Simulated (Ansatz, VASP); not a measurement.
# InAs: VASP beside Ansatz

The input INCAR:

```
PREC = Accurate ; ENCUT = 520
EDIFF = 1E-7 ; ISMEAR = 0
SIGMA = 0.1 ; LREAL = False
LASPH = True ; NELM = 60
ALGO = Normal ; ISIF = 2
LWAVE = False ; LCHARG = False
GGA = PE ; NBANDS = 16
```

Contents of KPOINTS:

```
regular mesh
0
Gamma
  12 12 12
```

File POSCAR:

```
InAs
1.0
    0.0000000000      3.1538291375      3.1538291375
    3.1538291375      0.0000000000      3.1538291375
    3.1538291375      3.1538291375      0.0000000000
In As
1 1
Direct
    0.0000000000      0.0000000000      0.0000000000
    0.2500000000      0.2500000000      0.2500000000
```

Input for Ansatz:

```yaml
crystal:
  lattice:
    - [0.0, 3.1538291374, 3.1538291374]
    - [3.1538291374, 0.0, 3.1538291374]
    - [3.1538291374, 3.1538291374, 0.0]
  atoms:
    - { symbol: In, position: [0.0, 0.0, 0.0] }
    - { symbol: As, position: [0.25, 0.25, 0.25] }
basis:
  ecutwfc: 420
kpoints:
  mp_grid: { grid: [12, 12, 12] }
hamiltonian:
  xc: pbe
scf:
  occupations: { method: gaussian, width: 0.1 }
output:
  forces: true
  stress: true
  eigenvalues: true
```

Alike in both runs: task single point; functional PBE; k mesh 12 × 12 × 12; occupations gaussian, width 0.1 eV; no spin polarisation.

|  | VASP | Ansatz |
| --- | --- | --- |
| version | VASP 6.6.1 | Ansatz 0.2.0 |
| potentials or method | VASP PAW PBE potentials, release 64 (In_d, As) | scalar-relativistic, plane waves, PAW |
| plane-wave cutoff (eV) | 520 | 420 |
| valence electrons in the cell | 18 | 28 |

Ansatz gave:

| Quantity | Value |
| --- | --- |
| gap on the k mesh at the Fermi level (eV) | none |
| pressure (GPa) | -2.5 |

**Question.** Which values does VASP return?

**Answer.** gap on the k mesh at the Fermi level (eV): none; pressure (GPa): -2.4.

A gap of «none» marks a metal or a gap that the smearing closes. The two sets of potentials don't hold the same shells in valence.
